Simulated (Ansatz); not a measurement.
## A vibration from a frozen displacement in AlN

Theory: DFT r2SCAN, scalar-relativistic, plane waves, PAW in Ansatz 0.2.0. Cutoff 500 eV, Γ-centred 10×10×10 k-points, Gaussian smearing of 0.05 eV. No spin polarisation. Energies are free energies at this smearing, counted from the undisturbed cell; pressure is positive in compression.

Reference structure (relaxed at this level; this zinc-blende form isn't the usual structure):

```
Al N
1.0
     0.00000    2.18490    2.18490
     2.18490    0.00000    2.18490
     2.18490    2.18490    0.00000
Al N
1 1
Direct
  0.00000 0.00000 0.00000
  0.75000 0.75000 0.75000
```

Every N atom is moved by x along the Cartesian unit vector (1.000, 0.000, 0.000); the cell and all other atoms stay fixed. The cell's volume is 20.86 Å³; the moved atoms weigh 14.007 u together and the others 26.982 u. Some rows repeat others by symmetry and weren't run.

| x (Å) | ΔE (meV/cell) | total force on the moved atoms along the move (eV/Å) | pressure (GPa) |
| --- | --- | --- | --- |
| -0.5000 | 1633.80 | 5.6094 | 27.7539 |
| -0.4375 | 1292.50 | 5.2860 | 21.9167 |
| -0.3750 | 976.17 | 4.8133 | 16.5240 |
| -0.3125 | 693.53 | 4.2110 | 11.7208 |
| -0.2500 | 452.05 | 3.5000 | 7.6285 |
| -0.1875 | 257.86 | 2.7015 | 4.3452 |
| -0.1250 | 115.73 | 1.8373 | 1.9467 |
| -0.0625 | 29.10 | 0.9295 | 0.4869 |
| 0.0000 | 0.00 | 0.0000 | -0.0030 |
| 0.0625 | 29.10 | -0.9295 | 0.4869 |
| 0.1250 | 115.73 | -1.8373 | 1.9467 |
| 0.1875 | 257.86 | -2.7015 | 4.3452 |
| 0.2500 | 452.05 | -3.5000 | 7.6285 |
| 0.3125 | 693.53 | -4.2110 | 11.7208 |
| 0.3750 | 976.17 | -4.8133 | 16.5240 |
| 0.4375 | 1292.50 | -5.2860 | 21.9167 |
| 0.5000 | 1633.80 | -5.6094 | 27.7539 |

Task: What frequency belongs to this motion?

Result: The force constant is k = −dF/dx = 14.872 eV/Å², from the parabola through x = -0.0625, 0 and 0.0625. In every cell the moved atoms swing against the rest, so the mass is μ = m₁m₂/(m₁ + m₂) = 9.220 u, and ν̃ = 521.5 cm⁻¹ × √(|k|/μ) = 662 cm⁻¹. To first order in x, and within 1 %, the force on every atom lies along the move and, within each of the two groups, in proportion to the atom's mass, so this is itself a mode at the zone centre of this cell, taken without macroscopic field (the transverse frequency in a polar insulator).

Task: How far does the harmonic law reach?

Result: At x = -0.500 Å, kx²/2 = 1859.00 meV against the computed 1633.80 meV (-12.1 %): the well softens in this direction at large amplitude.

Task: The pressure changes with x². What does that say about the frequency under compression?

Result: With E = k(V)x²/2, k ∝ V^(−2γ) and x scaling with the cell as V^(1/3), P − P0 = −∂E/∂V = (2γ − 2/3) ΔE/V. At x = 0.1250 Å, V(P − P0) = 20.86 × 1.94972 / 160.2 eV = 253.86 meV and ΔE = 115.73 meV, so γ = 1/3 + V(P − P0)/(2ΔE) = 1.43. This is the Grüneisen parameter of the motion under uniform scaling of the cell: shrinking the cell evenly by 1 % in volume raises the frequency by about 1.43 %.